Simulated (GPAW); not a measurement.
# Ti (P6/mmm) in GPAW: a series of runs, part 2 of 2

GPAW 26.7.0. The steps go on from the part before.

**3. Equation of state, vdW-DF**

File run.py:

```python
from ase import Atoms
from ase.eos import EquationOfState
from ase.io import Trajectory
from ase.units import GPa
from gpaw import GPAW, PW

atoms = Atoms(['Ti', 'Ti', 'Ti'],
              cell=[[4.5673748306, 0.0, 0.0],
                    [-2.2836874153, 3.9554626319, 0.0],
                    [0.0, 0.0, 2.82624427]],
              scaled_positions=[[0.6666666667, 0.3333333333, 0.5],
                                [0.3333333333, 0.6666666667, 0.5],
                                [0.0, 0.0, 0.0]],
              pbc=True)

traj = Trajectory('eos.traj', 'w')
volumes, energies = [], []
for x in [0.94, 0.96, 0.98, 1.0, 1.02, 1.04, 1.06]:
    a = atoms.copy()
    a.set_cell(atoms.cell * x**(1 / 3), scale_atoms=True)
    calc = GPAW(mode=PW(600),
                xc={'name': 'vdW-DF', 'backend': 'libvdwxc'},
                kpts={'size': (5, 5, 7), 'gamma': True},
                occupations={'name': 'fermi-dirac', 'width': 0.05},
                nbands=34,
                convergence={'density': 1e-05, 'energy': 1e-05},
                maxiter=150,
                txt=f'eos-{x:.2f}.txt')
    a.calc = calc
    energies.append(a.get_potential_energy(force_consistent=True))
    volumes.append(a.get_volume())
    calc.write(f'eos-{x:.2f}.gpw')
    traj.write(a)
    print(f'{x:.2f} {volumes[-1]:10.4f} A^3 {energies[-1]:14.6f} eV', flush=True)

v0, e0, B = EquationOfState(volumes, energies, eos='birchmurnaghan').fit()
print(f'V0 = {v0:.4f} A^3, E0 = {e0:.6f} eV, B0 = {B / GPa:.2f} GPa')
```

Potentials or basis: GPAW PAW data sets (gpaw-data 1.2.1), pw.

Run with:

```sh
$ OMP_NUM_THREADS=1 python run.py
```

Log:

```text
__  _  _
 | _ |_)|_||  |
 |__||  | ||/\| - 26.7.0

Input parameters:
  mode=PW(ecut=600.0),
  convergence={'density': 1e-05, 'energy': 1e-05},
  kpts=MonkhorstPack(size=(5, 5, 7), gamma=True),
  maxiter=150,
  nbands=34,
  occupations=Occupations(name='fermi-dirac', width=0.05),
  xc=XC(name='vdW-DF', backend='libvdwxc')

Diagonalizing LCAO Hamiltonian
Converting LCAO to pw mode

         Ti
             Ti

       Ti

Atoms  # Å, Bohr magnetons
|   | symbol |         x |        y |        z |    initial magnetic moments |
|---|--------|-----------|----------|----------|-----------------------------|
| 0 |     Ti |  2.237068 | 1.291572 | 1.384275 | ( 0.0000,  0.0000,  0.0000) |
| 1 |     Ti | -0.000000 | 2.583144 | 1.384275 | ( 0.0000,  0.0000,  0.0000) |
| 2 |     Ti |  0.000000 | 0.000000 | 0.000000 | ( 0.0000,  0.0000,  0.0000) |

Unit cell  # Å
| periodic |         x |        y |        z |  lengths |     angles |
|----------|-----------|----------|----------|----------|------------|
|      yes |  4.474137 | 0.000000 | 0.000000 | 4.474137 |  90.000000 |
|      yes | -2.237068 | 3.874716 | 0.000000 | 4.474137 |  90.000000 |
|      yes |  0.000000 | 0.000000 | 2.768550 | 2.768550 | 120.000000 |

Number of symmetries: 24
Symmetry operations  # r_c * U_cc + t_c -> r_c
|    | kind |            matrix            |
|----|------|------------------------------|
|  0 |  σ   |  1, 1, 0,  0,-1, 0,  0, 0, 1 |
|  1 |  C2  |  1, 1, 0,  0,-1, 0,  0, 0,-1 |
|  2 |  C6  |  1, 1, 0, -1, 0, 0,  0, 0, 1 |
|  3 |  S6  |  1, 1, 0, -1, 0, 0,  0, 0,-1 |
|  4 |  E   |  1, 0, 0,  0, 1, 0,  0, 0, 1 |
|  5 |  σ   |  1, 0, 0,  0, 1, 0,  0, 0,-1 |
[... 111 lines left out ...]
  Fermi-Dirac:
    width: 0.0500  # eV

poisson solver:
  ecut: 4800.0  # eV

xc functional:
  name: vdW-DF with libvdwxc
  Mode: serial
  Semilocal: GGA_X_PBE_R+LDA_C_PW with 2 nearest neighbor stencil
  Local blocksize: 54 x 54 x 32
  PAW datasets: revPBE

convergence criteria:
- Maximum integral of absolute [dens]ity change: 1e-05 electrons / valence electron
- Maximum [total energy] change in last 3 cyles: 1e-05 eV / valence electron
- Maximum integral of absolute [eigenst]ate change: 4e-08 eV^2 / valence electron
maximum number of iterations: 150

SCF iterations
|iter     | |      energy | eigst |  dens |
|---------|-|-------------|-------|-------|
|iter:   1| |  -86.680164 | -0.14 |       |
|iter:   2| |  -86.575116 | -2.55 | -1.34 |
|iter:   3| |  -86.467908 | -1.51 | -1.38 |
|iter:   4| |  -86.288089 | -2.17 | -1.44 |
|iter:   5| |  -86.287414 | -2.91 | -1.99 |
|iter:   6| |  -86.301239 | -3.17 | -2.14 |
|iter:   7| |  -86.301380 | -4.04 | -2.68 |
|iter:   8| |  -86.301288c| -5.32 | -3.15 |
|iter:   9| |  -86.301302c| -6.45 | -3.85 |
|iter:  10| |  -86.301294c| -7.41c| -4.33 |
|iter:  11| |  -86.301295c| -8.05c| -5.16c|

Converged in 11 steps
Energy contributions relative to reference atoms: (reference = -69682.384832)

Energy contributions:
  Kinetic:          43.549710
  Coulomb:         -37.306117
  Zero:             -0.699694
  External:          0.000000
  Xc:              -91.831603
  Entropy:          -0.027180
  Spinorbit:         0.000000
  ----------------------------
  Free energy:     -86.314885
  Extrapolated:    -86.301295

dipole moment: (-7.095128, -12.289123, -8.780784)  # |e|*Ang

Fermi level: 9.366
Eigenvalues  # (at kpt = [0.000, 0.000, 0.000])
| band index |      eig [eV] | occ [0-2] |
|------------|---------------|-----------|
|          0 |       -47.512 |     2.000 |
|        ... |               |           |
|         10 |       -23.056 |     2.000 |
|         11 |       -23.056 |     2.000 |
|         12 |         3.298 |     2.000 |
|         13 |         7.278 |     2.000 |
|         14 |         8.679 |     2.000 |
|         15 |         8.679 |     2.000 |
[... 8 lines left out ...]
|         24 |        11.377 |     0.000 |
|         25 |        11.377 |     0.000 |
|        ... |               |           |
|         33 |        19.634 |     0.000 |

No gap
No difference between direct/indirect transitions
# Writing to eos-0.94.gpw (mode='')
```

stdout:

```text
0.94    47.9956 A^3     -86.314885 eV
0.96    49.0168 A^3     -86.390076 eV
0.98    50.0380 A^3     -86.447056 eV
1.00    51.0592 A^3     -86.487109 eV
1.02    52.0803 A^3     -86.511848 eV
1.04    53.1015 A^3     -86.522522 eV
1.06    54.1227 A^3     -86.519898 eV
V0 = 53.4057 A^3, E0 = -86.523007 eV, B0 = 104.42 GPa
```

eos-0.96.txt:

```text
SCF iterations
|iter     | |      energy | eigst |  dens |
|---------|-|-------------|-------|-------|
|iter:   1| |  -86.765502 | -0.15 |       |
|iter:   2| |  -86.657508 | -2.56 | -1.34 |
|iter:   3| |  -86.562040 | -1.48 | -1.37 |
[... 30 lines left out ...]
|          0 |       -47.796 |     2.000 |
|        ... |               |           |
|         10 |       -23.360 |     2.000 |
|         11 |       -23.360 |     2.000 |
|         12 |         3.090 |     2.000 |
|         13 |         7.094 |     2.000 |
|         14 |         8.439 |     2.000 |
|         15 |         8.439 |     2.000 |
[... 8 lines left out ...]
|         24 |        11.094 |     0.000 |
|         25 |        11.094 |     0.000 |
|        ... |               |           |
|         33 |        19.150 |     0.000 |

No gap
No difference between direct/indirect transitions
# Writing to eos-0.96.gpw (mode='')
```

Wall time 3.4 min (1 thread of Arm Neoverse V1, shared host); peak memory 0.29 GiB.

What came out:

```
Equilibrium volume                        : 17.80 Å³/atom
Bulk modulus at fixed shape and positions : 104 GPa
Pressure derivative of the bulk modulus   : 3.3
```

Energy against volume, from the lowest point:
```csv
volume (Å³/atom),energy (meV/atom)
15.999,69.21
16.339,44.15
16.679,25.16
17.020,11.80
17.360,3.56
17.701,0.00
18.041,0.87
```

Caveat: the cell was scaled at fixed shape and fractional positions, which overstates the stiffness of a crystal with free parameters, most of all of layers and chains; the PAW data sets were made with another functional, which shifts forces and pressure a little.

**4. Equation of state, vdW-DF-cx**

Changes to run.py since step 3:

```diff
@@ -1,4 +1,4 @@
-from ase import Atoms
 from ase.eos import EquationOfState
 from ase.io import Trajectory
+from ase.spacegroup import crystal
 from ase.units import GPa
@@ -6,10 +6,10 @@
 
-atoms = Atoms(['Ti', 'Ti', 'Ti'],
-              cell=[[4.5673748306, 0.0, 0.0],
-                    [-2.2836874153, 3.9554626319, 0.0],
-                    [0.0, 0.0, 2.82624427]],
-              scaled_positions=[[0.6666666667, 0.3333333333, 0.5],
-                                [0.3333333333, 0.6666666667, 0.5],
-                                [0.0, 0.0, 0.0]],
-              pbc=True)
+# Ti 2d
+# Ti 1a
+atoms = crystal(['Ti', 'Ti'],
+                basis=[[0.6666666667, 0.3333333333, 0.5],
+                       [0.0, 0.0, 0.0]],
+                spacegroup=191, setting=1,  # P6/mmm
+                cellpar=[4.56737483, 4.56737483, 2.82624427, 90.0, 90.0, 120.0],
+                primitive_cell=True)
 
@@ -21,3 +21,3 @@
     calc = GPAW(mode=PW(600),
-                xc={'name': 'vdW-DF', 'backend': 'libvdwxc'},
+                xc={'name': 'vdW-DF-cx', 'backend': 'libvdwxc'},
                 kpts={'size': (5, 5, 7), 'gamma': True},
```

Run with:

```sh
$ OMP_NUM_THREADS=1 python run.py
```

It took 3.7 min on 1 thread of Arm Neoverse V1, shared host; peak memory 0.37 GiB.

It converged, with:

| Quantity | Value |
| --- | --- |
| Equilibrium volume | 16.76 Å³/atom |
| Bulk modulus at fixed shape and positions | 115 GPa |
| Pressure derivative of the bulk modulus | 3.4 |

Energy against volume, from the lowest point:
```tsv
volume (Å³/atom)	energy (meV/atom)
15.999	13.08
16.339	3.81
16.679	0.00
17.020	1.28
17.360	7.29
17.701	17.37
18.041	31.45
```

Caveat: the cell was scaled at fixed shape and fractional positions, which overstates the stiffness of a crystal with free parameters, most of all of layers and chains; the PAW data sets were made with another functional, which shifts forces and pressure a little.

**5. Band structure, PBE**

File run.py:

```python
from ase import Atoms
from ase.dft.bandgap import bandgap
from ase.io import write
from gpaw import GPAW

atoms = Atoms(['Ti', 'Ti', 'Ti'],
              cell=[[4.5673748306, 0.0, 0.0],
                    [-2.2836874153, 3.9554626319, 0.0],
                    [0.0, 0.0, 2.82624427]],
              scaled_positions=[[0.6666666667, 0.3333333333, 0.5],
                                [0.3333333333, 0.6666666667, 0.5],
                                [0.0, 0.0, 0.0]],
              pbc=True)

calc = GPAW(mode='fd',
            h=0.16,
            xc='PBE',
            kpts={'size': (5, 5, 7), 'gamma': True},
            occupations={'name': 'fermi-dirac', 'width': 0.05},
            nbands=34,
            convergence={'density': 1e-05, 'energy': 1e-05},
            maxiter=150,
            txt='gpaw.txt')
atoms.calc = calc
energy = atoms.get_potential_energy()
forces = atoms.get_forces()
calc.write('gs.gpw')
write('result.traj', atoms)
print(f'Energy: {energy:.6f} eV')
print('Forces (eV/A):')
print(forces.round(4))
print('Fermi level:', round(calc.get_fermi_level(), 4), 'eV')
print(f'Gap: {bandgap(calc)[0]:.4f} eV, direct: {bandgap(calc, direct=True)[0]:.4f} eV')

path = atoms.cell.bandpath('GMKGALHA,LM,KH', npoints=100, eps=1e-4)
bs_calc = calc.fixed_density(kpts=path, symmetry='off', nbands=49,
                             convergence={'bands': 'CBM+6.0', 'eigenstates': 1e-6}, txt='bands.txt')
bs = bs_calc.band_structure()
bs.write('bs.json')
print(f'Gap on the path: {bandgap(bs_calc)[0]:.4f} eV')
```

Potentials or basis: GPAW PAW data sets (gpaw-data 1.2.1), fd.

Run with:

```sh
$ OMP_NUM_THREADS=1 python run.py
```

Wall time 7.5 min (1 thread of Arm Neoverse V1, shared host); peak memory 1.5 GiB.

The run converged. Its results:

| Quantity | Value |
| --- | --- |
| Free energy | -20.1855 eV |
| Band gap along the path | none (metal or under the smearing width) |

Levels at the corners of the path, in eV from the Fermi level:
```
point  band 14  band 15  band 16  band 17  band 18  band 19  band 20  band 21  band 22  band 23
    Γ    -1.92    -0.68    -0.68    -0.59    -0.59     0.02     0.72     1.33     1.33     1.86
    M    -3.52    -2.59    -0.38    -0.36    -0.32     0.09     0.57     1.07     1.14     1.96
    K    -3.10    -3.10    -0.26    -0.26    -0.07     0.14     0.41     0.41     1.58     1.58
    Γ    -1.92    -0.68    -0.68    -0.59    -0.59     0.02     0.72     1.33     1.33     1.86
    A    -2.06    -2.06    -1.71    -1.60    -1.60     1.09     1.09     1.28     1.28     3.00
    L    -2.07    -1.67    -1.14    -0.66    -0.61     0.39     0.85     0.97     1.08     2.27
    H    -1.40    -1.40    -1.09    -1.09    -0.93     0.69     0.69     0.82     0.82     2.17
    A    -2.06    -2.06    -1.71    -1.60    -1.60     1.09     1.09     1.28     1.28     3.00
    L    -2.07    -1.67    -1.14    -0.66    -0.61     0.39     0.85     0.97     1.08     2.27
    M    -3.52    -2.59    -0.38    -0.36    -0.32     0.09     0.57     1.07     1.14     1.96
    K    -3.10    -3.10    -0.26    -0.26    -0.07     0.14     0.41     0.41     1.58     1.58
    H    -1.40    -1.40    -1.09    -1.09    -0.93     0.69     0.69     0.82     0.82     2.17
```

Caveat: the real-space grid adds noise to forces.

**6. Overview**

```tsv
task	level	potentials or basis	cutoff (eV)	eigensolver	band path	band points	grid spacing	V0 of scaled cells (Å³/atom)	B0 (GPa)
band structure	BLYP	PAW data sets generated in the run's folder for this functional, pw	600	davidson	GMKGALHA,LM,KH	80	-	-	-
equation of state	vdW-DF	GPAW PAW data sets (gpaw-data 1.2.1), pw	600	-	-	-	-	17.80	104
equation of state	vdW-DF-cx	GPAW PAW data sets (gpaw-data 1.2.1), pw	600	-	-	-	-	16.76	115
band structure	PBE	GPAW PAW data sets (gpaw-data 1.2.1), fd	-	-	GMKGALHA,LM,KH	100	0.16 Å	-	-
```

Alike in all rows: no spin polarisation; cell as given; k mesh 5 × 5 × 7; smearing fermi-dirac 0.05 eV.

Caveats: the cell was scaled at fixed shape and fractional positions, which overstates the stiffness of a crystal with free parameters, most of all of layers and chains (some runs); the PAW data sets were made with another functional, which shifts forces and pressure a little (some runs); the real-space grid adds noise to forces (some runs).

Total energies depend on the potentials used, so only differences within one code and one set of settings carry meaning.
